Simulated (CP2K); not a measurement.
# KBr (Pm-3m) in CP2K: a series of runs, part 2 of 2

CP2K 2026.2. Earlier steps stand in the parts before.

### 4 Single point, PBE

kbr_scf.inp

```
&GLOBAL
  PROJECT kbr_scf
  RUN_TYPE ENERGY_FORCE
  PRINT_LEVEL LOW
&END GLOBAL
&FORCE_EVAL
  METHOD QS
  STRESS_TENSOR ANALYTICAL
  &DFT
    BASIS_SET_FILE_NAME BASIS_MOLOPT_UZH
    POTENTIAL_FILE_NAME POTENTIAL_UZH
    &MGRID
      CUTOFF 500
      REL_CUTOFF 60
      NGRIDS 5
    &END MGRID
    &QS
      METHOD GPW
      EPS_DEFAULT 1.0E-9
    &END QS
    &KPOINTS
      SCHEME MONKHORST-PACK 7 7 7
      GAMMA_CENTERED T
      SYMMETRY T
      SYMMETRY_BACKEND SPGLIB
    &END KPOINTS
    &SCF
      SCF_GUESS ATOMIC
      EPS_SCF 1.0E-6
      MAX_SCF 100
      ADDED_MOS 10
      CHOLESKY OFF
      EPS_EIGVAL 1.0E-7
      &DIAGONALIZATION ON
        ALGORITHM STANDARD
      &END DIAGONALIZATION
      &MIXING ON
        METHOD BROYDEN_MIXING
        ALPHA 0.4
        BETA 1.5
        NBUFFER 8
      &END MIXING
      &SMEAR ON
        METHOD FERMI_DIRAC
        ELECTRONIC_TEMPERATURE [K] 580.226
      &END SMEAR
    &END SCF
    &XC
      &XC_FUNCTIONAL
        &GGA_X_PBE
        &END GGA_X_PBE
        &GGA_C_PBE
        &END GGA_C_PBE
      &END XC_FUNCTIONAL
    &END XC
    &PRINT
      &KPOINTS ON
      &END KPOINTS
      &MULLIKEN ON
      &END MULLIKEN
      &MO ON
        ENERGIES T
        OCCUPATION_NUMBERS T
        &EACH
          QS_SCF 0
        &END EACH
        ADD_LAST NUMERIC
      &END MO
      &LOWDIN ON
      &END LOWDIN
      &HIRSHFELD ON
        SHAPE_FUNCTION DENSITY
      &END HIRSHFELD
      &E_DENSITY_CUBE ON
        STRIDE 1
      &END E_DENSITY_CUBE
      &V_HARTREE_CUBE ON
        STRIDE 1
      &END V_HARTREE_CUBE
      &ELF_CUBE ON
        STRIDE 1
      &END ELF_CUBE
    &END PRINT
  &END DFT
  &SUBSYS
    &CELL
      A 4.0434990000 0.0000000000 0.0000000000
      B 0.0000000000 4.0434990000 0.0000000000
      C 0.0000000000 0.0000000000 4.0434990000
      PERIODIC XYZ
    &END CELL
    &COORD
      Br  2.0217495000 2.0217495000 2.0217495000
      K   0.0000000000 0.0000000000 0.0000000000
    &END COORD
    &KIND Br
      BASIS_SET TZV2P-MOLOPT-PBE-GTH-q7
      POTENTIAL GTH-PBE-q7
    &END KIND
    &KIND K
      BASIS_SET TZV2P-MOLOPT-PBE-GTH-q9
      POTENTIAL GTH-PBE-q9
    &END KIND
    &PRINT
      &ATOMIC_COORDINATES ON
      &END ATOMIC_COORDINATES
      &CELL ON
      &END CELL
    &END PRINT
  &END SUBSYS
  &PRINT
    &FORCES ON
    &END FORCES
    &STRESS_TENSOR ON
    &END STRESS_TENSOR
  &END PRINT
&END FORCE_EVAL
```

Potentials or basis: POTENTIAL_UZH Br GTH-PBE-q7, K GTH-PBE-q9; TZV2P-MOLOPT-PBE-GTH basis.

Launch:

```sh
$ OMP_NUM_THREADS=1 cp2k.psmp -i kbr_scf.inp -o kbr_scf.out
```

kbr_scf.out:

```text

 CP2K| version string:                                       CP2K version 2026.2
 CP2K| Input file name                                               kbr_scf.inp

 GLOBAL| Force Environment number                                              1
 GLOBAL| Basis set file name                                    BASIS_MOLOPT_UZH
 GLOBAL| Potential file name                                       POTENTIAL_UZH
 GLOBAL| MM Potential file name                                     MM_POTENTIAL
 GLOBAL| Coordinate file name                                      __STD_INPUT__
 GLOBAL| Method name                                                        CP2K
 GLOBAL| Project name                                                    kbr_scf
 GLOBAL| Run type                                                   ENERGY_FORCE
 GLOBAL| FFT library                                                       FFTW3
 GLOBAL| Diagonalization library                                       ScaLAPACK
 GLOBAL| Cholesky decomposition library                                ScaLAPACK
 GLOBAL| DGEMM library                                                      BLAS
 GLOBAL| Direct generalized diagonalization requested                          F
 GLOBAL| Matrix multiplication library                                 ScaLAPACK
 GLOBAL| Global print level                                                  LOW
 GLOBAL| Total number of message passing processes                             1
 GLOBAL| Number of threads for this process                                    1
 GLOBAL| CPU model name                                                  UNKNOWN

 CELL| Volume [angstrom^3]:                                            66.110740
 CELL| Vector a [angstrom]:       4.043     0.000     0.000   |a| =     4.043499
 CELL| Vector b [angstrom]:       0.000     4.043     0.000   |b| =     4.043499
 CELL| Vector c [angstrom]:       0.000     0.000     4.043   |c| =     4.043499
 CELL| Angle (b,c), alpha [degree]:                                    90.000000
 CELL| Angle (a,c), beta  [degree]:                                    90.000000
 CELL| Angle (a,b), gamma [degree]:                                    90.000000
 CELL| Numerically orthorhombic:                                             YES
 CELL| Periodicity                                                           XYZ

 CELL_REF| Volume [angstrom^3]:                                        66.110740
 CELL_REF| Vector a [angstrom     4.043     0.000     0.000   |a| =     4.043499
 CELL_REF| Vector b [angstrom     0.000     4.043     0.000   |b| =     4.043499
 CELL_REF| Vector c [angstrom     0.000     0.000     4.043   |c| =     4.043499
 CELL_REF| Angle (b,c), alpha [degree]:                                90.000000
 CELL_REF| Angle (a,c), beta  [degree]:                                90.000000
 CELL_REF| Angle (a,b), gamma [degree]:                                90.000000
 CELL_REF| Numerically orthorhombic:                                         YES
[... 480 lines left out ...]
 MO|     18               0.508793              13.844974               0.000000
 MO| Sum:                                                              16.000000
 MO| E(Fermi):            0.142667 a.u.          3.882155 eV
 MO| Band gap:            0.234174 a.u.          6.372212 eV

 [... the levels of further k-points ...]

 The electron density is written in Cube    file format to the file:

 kbr_scf-ELECTRON_DENSITY-1_0.cube

 !-----------------------------------------------------------------------------!
                     Mulliken Population Analysis

 #  Atom  Element  Kind  Atomic population                           Net charge
       1     Br       1          7.731675                             -0.731675
       2     K        2          8.268325                              0.731675
 # Total charge                             16.000000                 -0.000000

 !-----------------------------------------------------------------------------!

 !-----------------------------------------------------------------------------!
                           Hirshfeld Charges

  #Atom  Element  Kind  Ref Charge     Population                    Net charge
      1       Br     1       7.000          7.233                        -0.233
      2       K      2       9.000          8.767                         0.233

  Total Charge                                                           -0.000
 !-----------------------------------------------------------------------------!

 LOWDIN POPULATION ANALYSIS

 #  Atom  Element  Kind  Atomic population                           Net charge
       1     Br       1          6.642998                              0.357002
       2     K        2          9.357002                             -0.357002
 # Total charge                             16.000000                 -0.000000

               ----- ELF is computed on the real space grid -----

 ELF is written in Cube    file format to the file:

 kbr_scf-ELF_S1-1_0.cube

 ENERGY| Total FORCE_EVAL ( QS ) energy [hartree]            -41.810417201436323

 FORCES| Atomic forces [hartree/bohr]
 FORCES|   Atom     x               y               z               |f|
 FORCES|      1 -1.67298627E-11 -1.67561522E-11 -1.62621284E-11   2.87247935E-11
 FORCES|      2 -7.10514899E-09 -7.10512556E-09 -7.10561464E-09   1.23067344E-08
 FORCES| Sum    -7.12187885E-09 -7.12188171E-09 -7.12187677E-09
 FORCES| Total atomic force                                       1.23354565E-08

 STRESS| Analytical stress tensor [bar]
 STRESS|                        x                   y                   z
 STRESS|      x       -5.22768584956E+02  -2.12560024990E-03  -2.12652403182E-03
 STRESS|      y       -2.12560024990E-03  -5.22772401575E+02  -2.12445633653E-03
 STRESS|      z       -2.12652403182E-03  -2.12445633653E-03  -5.22753777872E+02
 STRESS| 1/3 Trace                                            -5.22764921467E+02
 STRESS| Determinant                                          -1.42862851247E+08

 STRESS| Eigenvectors and eigenvalues of the analytical stress tensor [bar]
 STRESS|                        1                   2                   3
 STRESS| Eigenvalues  -5.22773748000E+02  -5.22767712317E+02  -5.22753304086E+02
 STRESS|      x           0.425829371366      0.896255648778     -0.124077228030
 STRESS|      y           0.893838921308     -0.437978885094     -0.096054562446
 STRESS|      z           0.140432650182      0.070002201718      0.987612455631
```

Wall time 25 s (1 thread of Arm Neoverse V1, shared host); peak memory 0.35 GiB.

What came out:

```
Free energy            : -1137.7193 eV
Pressure               : -0.1 GPa
Band gap on the k mesh : 3.84 eV, indirect (least direct gap 4.08 eV)
Mulliken charges       : Br -0.73; K +0.73 e
Hirshfeld charges      : Br -0.23; K +0.23 e
```

Caveat: Mulliken charges move with the basis; an odd mesh through Γ misses points on the zone boundary, where band edges often lie; the basis of atomic orbitals isn't converged, which shifts pressures, moduli and gaps.

### 5 Single point, PBE

kbr_scf.inp, as its differences from that of step 4:

```diff
@@ -9,3 +9,3 @@
   &DFT
-    BASIS_SET_FILE_NAME BASIS_MOLOPT_UZH
+    BASIS_SET_FILE_NAME BASIS_pob
     POTENTIAL_FILE_NAME POTENTIAL_UZH
@@ -17,3 +17,3 @@
     &QS
-      METHOD GPW
+      METHOD GAPW
       EPS_DEFAULT 1.0E-9
@@ -38,3 +38,3 @@
         METHOD BROYDEN_MIXING
-        ALPHA 0.4
+        ALPHA 0.2
         BETA 1.5
@@ -74,10 +74,7 @@
       &E_DENSITY_CUBE ON
-        STRIDE 1
+        STRIDE 2
       &END E_DENSITY_CUBE
       &V_HARTREE_CUBE ON
-        STRIDE 1
+        STRIDE 2
       &END V_HARTREE_CUBE
-      &ELF_CUBE ON
-        STRIDE 1
-      &END ELF_CUBE
     &END PRINT
@@ -96,8 +93,12 @@
     &KIND Br
-      BASIS_SET TZV2P-MOLOPT-PBE-GTH-q7
-      POTENTIAL GTH-PBE-q7
+      BASIS_SET pob-DZVP-rev2
+      POTENTIAL ALL
+      LEBEDEV_GRID 110
+      RADIAL_GRID 80
     &END KIND
     &KIND K
-      BASIS_SET TZV2P-MOLOPT-PBE-GTH-q9
-      POTENTIAL GTH-PBE-q9
+      BASIS_SET pob-DZVP-rev2
+      POTENTIAL ALL
+      LEBEDEV_GRID 110
+      RADIAL_GRID 80
     &END KIND
```

Potentials or basis: all electrons (GAPW); pob-DZVP-rev2 basis.

Launch:

```sh
$ OMP_NUM_THREADS=1 cp2k.psmp -i kbr_scf.inp -o kbr_scf.out
```

kbr_scf.out:

```text

 CP2K| version string:                                       CP2K version 2026.2
 CP2K| Input file name                                               kbr_scf.inp

 GLOBAL| Force Environment number                                              1
 GLOBAL| Basis set file name                                           BASIS_pob
 GLOBAL| Potential file name                                       POTENTIAL_UZH
 GLOBAL| MM Potential file name                                     MM_POTENTIAL
 GLOBAL| Coordinate file name                                      __STD_INPUT__
 GLOBAL| Method name                                                        CP2K
 GLOBAL| Project name                                                    kbr_scf
 GLOBAL| Run type                                                   ENERGY_FORCE
 GLOBAL| FFT library                                                       FFTW3
 GLOBAL| Diagonalization library                                       ScaLAPACK
 GLOBAL| Cholesky decomposition library                                ScaLAPACK
 GLOBAL| DGEMM library                                                      BLAS
 GLOBAL| Direct generalized diagonalization requested                          F
 GLOBAL| Matrix multiplication library                                 ScaLAPACK
 GLOBAL| Global print level                                                  LOW
 GLOBAL| Total number of message passing processes                             1
 GLOBAL| Number of threads for this process                                    1
 GLOBAL| CPU model name                                                  UNKNOWN

 CELL| Volume [angstrom^3]:                                            66.110740
 CELL| Vector a [angstrom]:       4.043     0.000     0.000   |a| =     4.043499
 CELL| Vector b [angstrom]:       0.000     4.043     0.000   |b| =     4.043499
 CELL| Vector c [angstrom]:       0.000     0.000     4.043   |c| =     4.043499
 CELL| Angle (b,c), alpha [degree]:                                    90.000000
 CELL| Angle (a,c), beta  [degree]:                                    90.000000
 CELL| Angle (a,b), gamma [degree]:                                    90.000000
 CELL| Numerically orthorhombic:                                             YES
 CELL| Periodicity                                                           XYZ

 CELL_REF| Volume [angstrom^3]:                                        66.110740
 CELL_REF| Vector a [angstrom     4.043     0.000     0.000   |a| =     4.043499
 CELL_REF| Vector b [angstrom     0.000     4.043     0.000   |b| =     4.043499
 CELL_REF| Vector c [angstrom     0.000     0.000     4.043   |c| =     4.043499
 CELL_REF| Angle (b,c), alpha [degree]:                                90.000000
 CELL_REF| Angle (a,c), beta  [degree]:                                90.000000
 CELL_REF| Angle (a,b), gamma [degree]:                                90.000000
[... 781 lines left out ...]
 MO|     36               0.690134              18.779501               0.000000
 MO|     37               0.710902              19.344616               0.000000
 MO| Sum:                                                              54.000000
 MO| E(Fermi):            0.170379 a.u.          4.636258 eV
 MO| Band gap:            0.271083 a.u.          7.376553 eV

 [... the levels of further k-points ...]

 The electron density is written in Cube    file format to the file:

 kbr_scf-ELECTRON_DENSITY-1_0.cube

 Soft electronic charge (R-space) :      -29.0533446126
 Hard electronic charge (R-space) :      -24.9466555053
 Total electronic charge (R-space):      -54.0000001179

 !-----------------------------------------------------------------------------!
                     Mulliken Population Analysis

 #  Atom  Element  Kind  Atomic population                           Net charge
       1     Br       1         35.803641                             -0.803641
       2     K        2         18.196359                              0.803641
 # Total charge                             54.000000                 -0.000000

 !-----------------------------------------------------------------------------!

 !-----------------------------------------------------------------------------!
                           Hirshfeld Charges

  #Atom  Element  Kind  Ref Charge     Population                    Net charge
      1       Br     1      35.000         35.383                        -0.383
      2       K      2      19.000         18.617                         0.383

  Total Charge                                                            0.000
 !-----------------------------------------------------------------------------!

 LOWDIN POPULATION ANALYSIS

 #  Atom  Element  Kind  Atomic population                           Net charge
       1     Br       1         35.756629                             -0.756629
       2     K        2         18.243371                              0.756629
 # Total charge                             54.000000                 -0.000000

 ENERGY| Total FORCE_EVAL ( QS ) energy [hartree]          -3173.233593961578208

 FORCES| Atomic forces [hartree/bohr]
 FORCES|   Atom     x               y               z               |f|
 FORCES|      1  1.97030945E-07  1.97033058E-07  1.97032437E-07   3.41269689E-07
 FORCES|      2  3.11638062E-10  3.09520649E-10  3.10129149E-10   5.37681507E-10
 FORCES| Sum     1.97342583E-07  1.97342578E-07  1.97342566E-07
 FORCES| Total atomic force                                       3.41807368E-07

 STRESS| Analytical stress tensor [bar]
 STRESS|                        x                   y                   z
 STRESS|      x       -9.57029177535E+03   5.37356397996E-02   5.37444892959E-02
 STRESS|      y        5.37356397996E-02  -9.57029177544E+03   5.37474551631E-02
 STRESS|      z        5.37444892959E-02   5.37474551631E-02  -9.57029177548E+03
 STRESS| 1/3 Trace                                            -9.57029177542E+03
 STRESS| Determinant                                          -8.76547662030E+11

 STRESS| Eigenvectors and eigenvalues of the analytical stress tensor [bar]
 STRESS|                        1                   2                   3
 STRESS| Eigenvalues  -9.57034552508E+03  -9.57034551082E+03  -9.57018429037E+03
 STRESS|      x          -0.318285689475     -0.751918180176      0.577332893741
 STRESS|      y          -0.492056928590      0.651578722688      0.577343179717
 STRESS|      z           0.810292662500      0.100320578449      0.577374733287
```

Run time: 25 s. Hardware: 1 thread of Arm Neoverse V1, shared host; peak memory 0.31 GiB.

What came out:

```
Free energy            : -86348.0774 eV
Pressure               : -1.0 GPa
Band gap on the k mesh : 4.68 eV, indirect (least direct gap 4.92 eV)
Mulliken charges       : Br -0.80; K +0.80 e
Hirshfeld charges      : Br -0.38; K +0.38 e
```

Levels at points of the mesh, in eV from the valence-band top:
```tsv
k point	band 24	band 25	band 26	band 27	band 28	band 29	band 30	band 31
(0.00, 0.00, 0.00)	-11.98	-0.24	-0.24	-0.24	4.68	9.14	9.14	12.65
```

Caveat: all-electron without relativistic terms, which shifts volumes and levels from the 3d row on; Mulliken charges move with the basis; an odd mesh through Γ misses points on the zone boundary, where band edges often lie; the basis of atomic orbitals isn't converged, which shifts pressures, moduli and gaps. A hybrid or GW would open this gap; PBE tends to underestimate it.

### 6 Summary

```tsv
potentials or basis	quickstep method	MIXING ALPHA	gap on the mesh (eV)	pressure (GPa)
GTH_POTENTIALS Br GTH-PBE-q7, K GTH-PBE-q9; TZVP-MOLOPT-SR-GTH basis	GPW	0.4	3.84	0.0
POTENTIAL_UZH Br GTH-PBE-q7, K GTH-PBE-q9; TZVP-MOLOPT-PBE-GTH basis	GPW	0.4	3.84	0.0
POTENTIAL_UZH Br GTH-PBE-q7, K GTH-PBE-q9; TZV2P-MOLOPT-PBE-GTH basis	GPW	0.4	3.84	-0.1
all electrons (GAPW); pob-DZVP-rev2 basis	GAPW	0.2	4.68	-1.0
```

Alike in all rows: task single point; level PBE; no spin polarisation; cell as given; k mesh 7 × 7 × 7; smearing fermi-dirac 0.05 eV.

Caveats: an odd mesh through Γ misses points on the zone boundary, where band edges often lie; the basis of atomic orbitals isn't converged, which shifts pressures, moduli and gaps; all-electron without relativistic terms, which shifts volumes and levels from the 3d row on (some runs).

Absolute energies hang on the potentials; compare differences alone.
